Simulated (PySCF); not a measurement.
Numbering as in the mapped SMILES `[CH:1]1=[CH:2][CH2:3][CH:4]=[CH:5]1`. Hydrogens are named by the atom that carries them.

Computational details: GFN2-xTB geometry, PBE0/pcSseg-1 with gauge-including orbitals, in PySCF 2.14.0 with density-fitted response routines (single conformer, non-relativistic Hamiltonian, equivalent nuclei averaged, gas phase).

δ = σ(ref) − σ, references computed at the same level: ¹³C and ¹H vs TMS.

```
      atoms  nucleus  count  Hirshfeld charge  δ (ppm)
H(C1)/H(C5)       ¹H      2              0.05     6.83
      H(C3)       ¹H      2              0.06        ?
      C2/C4      ¹³C      2             -0.05    141.6
         C3      ¹³C      1             -0.07        ?
H(C2)/H(C4)       ¹H      2              0.05     6.72
      C1/C5      ¹³C      2             -0.06    139.8
```

Problem. Complete the table.

Solution. 
- C3: 45.7 ppm, allylic sp3 CH2; saturated and bonded to C and H only
- H(C3): 3.09 ppm, hydrogen on an allylic sp3 CH2; allylic position

Shifts are as computed. Against solution values, carbons near 30 ppm lie about +3 ppm off and those near 130 ppm about +5 ppm. Of 1211 compounds with measured shifts, 218 miss one by over three times the rms of a fit or turn the order of signals round; such compounds aren't used in these exercises.
